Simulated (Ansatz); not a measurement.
**Cu2O: Cu vacancy**

These are results of DFT LDA, scalar-relativistic, plane waves, PAW (Ansatz), not measurements. Run with 420 eV cutoff, 2×2×2 k-mesh, shifted by half a step, Gaussian smearing of 0.01 eV, collinear spin.

Host crystal, relaxed:

```
CELL_PARAMETERS angstrom
4.16631 0.00000 0.00000
0.00000 4.16631 0.00000
0.00000 0.00000 4.16631
ATOMIC_POSITIONS crystal
Cu 0.25000 0.25000 0.75000
Cu 0.75000 0.25000 0.25000
Cu 0.25000 0.75000 0.25000
Cu 0.75000 0.75000 0.75000
O 0.50000 0.50000 0.50000
O 0.00000 0.00000 0.00000
```

Supercell of 42 atoms, rows in host cell vectors: 1 1 1; 0 -2 1; 1 0 -2. Atoms relax at the host's cell from a start displaced at random by 0.06 Å near the defect, so other minima may exist. The cell is small, so energies carry finite-size errors of tenths of an eV. The host's Kohn–Sham gap is 0.71 eV. Charged cells are corrected for image charges with the computed static dielectric tensor (mean 10.9) and aligned with the host's potential at far atoms (alignment terms reach 0.48 eV). No band-filling term is added, and the Fermi level counts from the host's valence band top.

Starting moments were lost in some runs.

Defect: Cu vacancy at (0.250, 0.250, 0.750) of the host cell.

Task: Does the neutral defect carry a moment, and how do its surroundings relax?

Result: It changes the cell's moment by 0.49 μB (a fraction, from partly filled bands). The nearest neighbours before are 2 O at 1.80 Å; after relaxation the atoms near the site are 1 O at 1.58 Å, 1 O at 1.59 Å; the largest move is 0.22 Å.

Task: Charges 0, -1 were computed. Which is stable where in the gap?

Result: Among the charges computed the stable one is -1 at the valence band top and stays so across the gap. In charge 0 the extra carrier would gain by moving to a band edge of the host, so it isn't bound in the gap, though by less than the errors named above. In charge 0 the cell has partly filled bands: a level of the defect may be part filled, the carrier may sit in the host's bands, or levels may cross between the k points, so transitions that involve it are doubtful. Levels between neighbouring charges: (0/-1) -0.01 eV.

Cost: 3 runs of about 70 core-minutes in all, on Intel Xeon Processor @ 2.70GHz (shared hosts).